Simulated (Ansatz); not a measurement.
The cell comes from COD entry 9000001, which wasn't checked; take it as a given geometry. The listed cell was then made from it by scaling, straining or moving an atom.

An input for PbS: DFT, PBE, PAW with Ansatz's default frozen-core files, scalar-relativistic (Ansatz 0.2.0).

```yaml
crystal:
  lattice:
    - [0.0, 2.9502852689, 2.99465]
    - [2.9502852689, 0.0, 2.99465]
    - [2.9502852689, 2.9502852689, 0.0]
  atoms:
    - { symbol: Pb, position: [0.0, 0.0, 0.0] }
    - { symbol: S, position: [0.5, 0.5, 0.5] }
kpoints:
  mp_grid: { grid: [7, 7, 7] }
scf:
  occupations: { method: fermi_dirac, width: 0.01 }
hamiltonian:
  xc: pbe
  pseudopotentials: { kind: paw }
output:
  forces: true
  stress: true
  eigenvalues: true
  efg: { contact_densities: true }
```

Set-up and iterations as logged by Ansatz (the results part is left out, to be predicted):

```
Engine: ansatz 0.2.0
Pseudopotentials: kind: paw
Pseudopotential: Pb, paw, valence charge 14, recommended cutoff 420 eV (normal)
Pseudopotential: S, paw, valence charge 6, recommended cutoff 420 eV (normal)
Functional definition: PBE
  parameter kappa = 0.804
  parameter beta = 0.06672455060314922
  exchange = pbe_x(kappa = kappa, mu = beta*pi^2/3)
  correlation = pbe_c(beta = beta)
Crystal: 2 atoms, lattice volume = 52.132 Å³
Basis set: ecut = 420 eV, 975 PW (Γ), exchange–correlation on 60×60×60 points (8 copies of the dense FFT grid, shifted against one another)
Bands: 14, of which v1, the nominal top of the filled ones, is band 10 counted from 1 (9 counted from 0)
Symmetry: 16 space group operations
Space group: I4/mmm (ITA 139), of the structure as read, at distance tolerance 3.7e-5 Å
k-points: 40 of 343
Non-local potential: Pb, projectors of the file, l = 0: 2, l = 1: 2, l = 2: 2, l = 3: 2
Non-local potential: S, projectors of the file, l = 0: 2, l = 1: 2, l = 2: 2
PAW form: soft (Blöchl's): semilocal exchange-correlation on the pseudo side does not see the compensation charge
PAW one-centre angular grid: Pb, 590 points (default); XC on 64 Gauss nodes
PAW one-centre angular grid: S, 110 points (default); XC on 64 Gauss nodes
Initial density: superposition of atomic densities (neutral atoms: chi_scale 0, normalization atom), corrected by the library's trained network
Initial wavefunctions: pseudopotential atomic-orbital guess
Functional: x = pbe(κ = 0.804, μ = 0.2195149727645171), c = pbe(β = 0.06672455060314922)
SCF iter   1: F=—  HF=-12809.556927 eV  |F-HF|=—  |Δ(HF+E_count)|=         —  Δρ=8.34e-4  dr2=5.26e-4  ethr=1.77e-3  ⟨swp⟩=6.6  Hψ=3474  notcnv=0
SCF iter   2: F=—  HF=-12809.555821 eV  |F-HF|=—  |Δ(HF+E_count)|=   1.11e-3  Δρ=4.60e-4  dr2=1.28e-4  ethr=2.63e-6  ⟨swp⟩=2.1  Hψ=1445  notcnv=0
SCF iter   3: F=—  HF=-12809.555818 eV  |F-HF|=—  |Δ(HF+E_count)|=   3.06e-6  Δρ=1.75e-4  dr2=1.75e-5  ethr=6.38e-7  ⟨swp⟩=2.2  Hψ=878  notcnv=0
SCF iter   4: F=—  HF=-12809.555830 eV  |F-HF|=—  |Δ(HF+E_count)|=   1.20e-5  Δρ=4.68e-5  dr2=1.02e-6  ethr=8.75e-8  ⟨swp⟩=2.2  Hψ=782  notcnv=0
iter 5 did not close the SCF: its close was put off for the readings that it lacked (scf_convergence_deferred on its scf_iter line)
SCF iter   5: F=-12809.555830 eV  HF=-12809.555830 eV  |F-HF|=1.86e-8  |Δ(HF+E_count)|=   5.39e-8  Δρ=7.18e-6  dr2=2.62e-8  ethr=5.12e-9  ⟨swp⟩=2.0  Hψ=935  notcnv=0
SCF iter   6: F=-12809.555830 eV  HF=-12809.555830 eV  |F-HF|=8.73e-11  |Δ(HF+E_count)|=   6.64e-9  Δρ=6.21e-7  dr2=1.67e-10  ethr=1.31e-10  ⟨swp⟩=2.1  Hψ=1988  notcnv=0
```

**Question.** What pressure will this run report?

**Answer.** 2.26 GPa (positive in compression).
